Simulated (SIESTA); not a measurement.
**InSe under changes of volume**

One of the cells (28.652 Å³/atom); the others are scaled copies at fixed shape and fractional positions:

```
In Se
1.0
     1.98658    1.14695    8.38335
    -1.98658    1.14695    8.38335
     0.00000   -2.29390    8.38335
In Se
2 2
Cartesian
  0.0000 0.0000 22.3483
  0.0000 0.0000 0.0000
  0.0000 0.0000 4.3233
  0.0000 0.0000 9.6450
```

* Program: SIESTA 5.4.2
* Functional: PBEsol
* Potentials or basis: PseudoDojo 0.4 standard (PBEsol files)
* Basis: DZP (energy shift 0.003 Ry; two zetas on semicore shells)
* Grid cutoff: 500 Ry
* Energy shift: 0.003 Ry
* k mesh: 8 × 8 × 8
* Occupations: fermi-dirac, width 0.05 eV
* Spin: no spin polarisation

```csv
volume (Å³/atom),energy over the lowest point (meV/atom),pressure (GPa),gap on the mesh (eV),largest force (eV/Å)
27.483,34.27,5.0,0.51,0.841
28.068,18.69,3.6,0.45,0.726
28.652,8.13,2.3,0.39,0.630
29.822,0.00,0.1,0.29,0.455
30.406,?,?,?,?
```

Task: What does the run at 30.406 Å³/atom give?

Result: Energy over the lowest point 1.55 meV/atom; pressure -0.9 GPa; gap on the mesh 0.24 eV; largest force 0.378 eV/Å.

Worked out: A Birch-Murnaghan fit of order 2 (a polynomial in V^(-2/3)) to the other rows has its minimum at 29.84 Å³/atom, just outside them, with B0 = V·E''(V) = 51 GPa at fixed shape and positions, which overstates the stiffness. It gives 1.67 meV/atom at 30.406 Å³/atom, against the run's 1.55, and -dE/dV = -0.9 GPa, against -0.9. A straight line through the other rows of the gap, of slope -2.69 eV per unit of ln V (its deformation potential), extrapolates to 0.24 eV, against the run's 0.24.

Energies are extrapolated to zero smearing.

Caveats: spin-orbit coupling is left out, which moves the levels of the heavy elements; the basis of atomic orbitals isn't converged, which shifts pressures, moduli and gaps.

A mesh can miss the band edges.
